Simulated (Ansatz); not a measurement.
Working through a single point of GaN, space group Fm-3m

Program: Ansatz's Python interface.

Typed at the interpreter:
```pycon
>>> from pathlib import Path
>>> import json
>>> import ansatz as az
>>> import numpy as np
>>> from pymatgen.core import Structure
>>> from scipy.ndimage import map_coordinates
>>> cell = (
...     az.Lattice.fcc(4.27047)
...     .space_group(225)
...     .atom("Ga", [0.0, 0.0, 0.0])
...     .atom("N", [0.5, 0.0, 0.0])
...     .primitive()
... )
>>> cell.resolved().tree()["lattice"]
((2.614908708177399e-16, 2.135235, 2.135235), (2.135235, 1.3074543540886995e-16, 2.135235), (2.135235, 2.135235, 0.0))
>>> base = (
...     cell.calculation()
...     .functional("lda")
...     .basis(19 * az.Ha)
...     .kpoints(7, center="gamma")
...     .occupations("fixed")
...     .density()
...     .potential()
...     .output_files(volumetric_format=["xsf", "npy"])
... )
>>> history = []
>>> result = base.session().plan().execute(on_event=lambda event: history.append(event["data"]["dr2_ev"]) if event["event"] == "scf_iter" else None)

>>> data = result.report
>>> type(result).__name__, type(data).__name__
('RunOutcome', 'dict')
>>> data["n_electrons"]
18.0
>>> result.lattice.cell_ang
array([[2.61490871e-16, 2.13523500e+00, 2.13523500e+00],
       [2.13523500e+00, 1.30745435e-16, 2.13523500e+00],
       [2.13523500e+00, 2.13523500e+00, 0.00000000e+00]])
>>> print("density residual by iteration (eV):", " ".join(f"{value:.1e}" for value in history[:40]))
density residual by iteration (eV): 3.0e-02 4.7e-03 2.3e-04 1.9e-05 7.4e-08 2.3e-09
>>> for key in ("converged", "n_iterations", "n_electrons", "n_kpoints", "n_pw", "n_symmetry_ops", "free_energy_ev", "fermi_energy_ev"):
...     print(f"{key:18s} {data[key]}")
...
converged          True
n_iterations       6
n_electrons        18.0
n_kpoints          20
n_pw               531
n_symmetry_ops     48
free_energy_ev     -4081.161962699478
fermi_energy_ev    12.244497099044914
>>> keep = ["free_energy_ev", "energy_sigma0_ev", "fermi_energy_ev", "n_iterations", "converged", "magnetization_mub", "n_kpoints"]
>>> with open("gan.json", "w") as handle:
...     json.dump({key: data[key] for key in keep}, handle, indent=1)
...
>>> final = Structure(result.lattice.cell_ang, [s.symbol for s in result.lattice.sites], [s.position_frac for s in result.lattice.sites])
>>> rho = result.density()
>>> total = sum(channel.density_e_per_ang3 for channel in rho.channels[:2])
>>> grid_cell = np.asarray(rho.fft_grid_basis) @ result.lattice.cell_ang
>>> partner = min(final.get_neighbors(final[0], 5.0), key=lambda n: n.nn_distance)
>>> line = np.linspace(final[0].coords, partner.coords, 13)
>>> points = (line @ np.linalg.inv(grid_cell)) * rho.dims
>>> values = map_coordinates(total, points.T, order=3, mode="grid-wrap")
>>> print(f"from {final[0].specie} to {partner.specie}, {partner.nn_distance:.3f} A")
from Ga to N, 2.135 A
>>> for t, value in zip(np.linspace(0, partner.nn_distance, 13), values):
...     print(f"{t:7.3f} A  {value:9.4f} e/A^3")
...
  0.000 A    53.0803 e/A^3
  0.178 A    37.1061 e/A^3
  0.356 A    13.4489 e/A^3
  0.534 A     3.2688 e/A^3
  0.712 A     0.9944 e/A^3
  0.890 A     0.5520 e/A^3
  1.068 A     0.5007 e/A^3
  1.246 A     0.6745 e/A^3
  1.423 A     1.1244 e/A^3
  1.601 A     2.0299 e/A^3
  1.779 A     3.1666 e/A^3
  1.957 A     3.6080 e/A^3
  2.135 A     3.5339 e/A^3
>>> folder = Path(result.write_results("volumes"))
>>> print(sorted(path.name for path in folder.iterdir()))
['fields.json', 'rho.npy', 'rho.xsf', 'rho_z.tsv', 'v_es.npy', 'v_es.xsf', 'v_tot.npy', 'v_tot.xsf', 'v_z.tsv']
>>> head = (folder / "rho.xsf").read_text().split("BEGIN_BLOCK")[0]
>>> print(head)
CRYSTAL
PRIMVEC
    0.000000    2.135235    2.135235
    2.135235    0.000000    2.135235
    2.135235    2.135235    0.000000
PRIMCOORD
    2    1
   31    0.000000    0.000000    0.000000
    7    2.135235    2.135235    2.135235
>>> for index, (site, neighbours) in enumerate(zip(final, final.get_all_neighbors(5.5))):
...     first = min(n.nn_distance for n in neighbours)
...     shell = [n for n in neighbours if n.nn_distance < 1.2 * first]
...     mean = sum(n.nn_distance for n in shell) / len(shell)
...     print(f"atom {index} {site.specie.symbol}: {len(shell)} neighbours within 1.2 of the shortest distance, mean {mean:.3f} A")
...
atom 0 Ga: 6 neighbours within 1.2 of the shortest distance, mean 2.135 A
atom 1 N: 6 neighbours within 1.2 of the shortest distance, mean 2.135 A
```

File `gan.json` afterwards:
```json
{
 "free_energy_ev": -4081.161962699478,
 "energy_sigma0_ev": -4081.161962699478,
 "fermi_energy_ev": 12.244497099044914,
 "n_iterations": 6,
 "converged": true,
 "magnetization_mub": 0.0,
 "n_kpoints": 20
}
```

Reading the output:
- Total energies depend on the potentials; only differences at equal settings carry meaning. A total without «per atom» is that of the cell as typed.
- The Fermi level of a run with fixed occupations marks the highest occupied state on its mesh, not mid-gap.
- An absolute Fermi energy rests on an arbitrary zero of the periodic potential and has no direct meaning.
- This is a high-temperature or high-pressure form, not the ambient phase.
- Densities and potentials on the grid are those of the valence electrons, and inside the cores they hang on the potentials used.
- The structure comes from a database of computed cells and needn't be a stable or known phase.
- Hardware and time: 1.5 s on 1 thread of Arm Neoverse V1, on a shared host, peak memory 0.36 GiB.

(Lines on the test bed's own set-up are left out of the output.)
